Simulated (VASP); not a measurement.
Given:

```
CoPt
1.0
    2.69296     0.00000     0.00000
    0.00000     2.69296     0.00000
    0.00000     0.00000     3.71525
Co Pt
1 1
Direct
  0.00000   0.00000   0.00000
  0.50000   0.50000   0.50000
```
Starting moments (μB, in the order of the record's atoms Co Pt): 1.9 0.4.

All values below come from PBE GGA, VASP's PBE PAW potentials (set 64) (plane waves; VASP). Numerical set-up: 480 eV cut-off, 12×12×10 Γ-centred mesh, first-order Methfessel-Paxton smearing of 0.10 eV, potentials Co Pt.

Energy and stress use the plane-wave basis of the starting cell.

**Question.** The ions, cell shape and volume at an external pressure of 5.0 GPa are relaxed. What does this cell relax into?

**Answer.** 
```
CoPt
1.0
    2.67820     0.00000     0.00000
    0.00000     2.67820     0.00000
    0.00000     0.00000     3.67807
Co Pt
1 1
Direct
  0.00000   0.00000   0.00000
  0.50000   0.50000   0.50000
```
Space group P4/mmm (123), at a tolerance of 0.03 Å. The cell ends with 2.25 μB, on the sites 1.87 0.39 μB.

**Question.** How do energy and volume change from the first to the last step?

**Answer.** The energy (σ→0) changes by +4.5 meV/atom and the volume by -2.1 %, in 6 ionic steps.

The compound is CoPt in the L1_0 structure. This run relaxes it under an external pressure of 5 GPa. Symmetry was kept, so distortions that lower it aren't found.
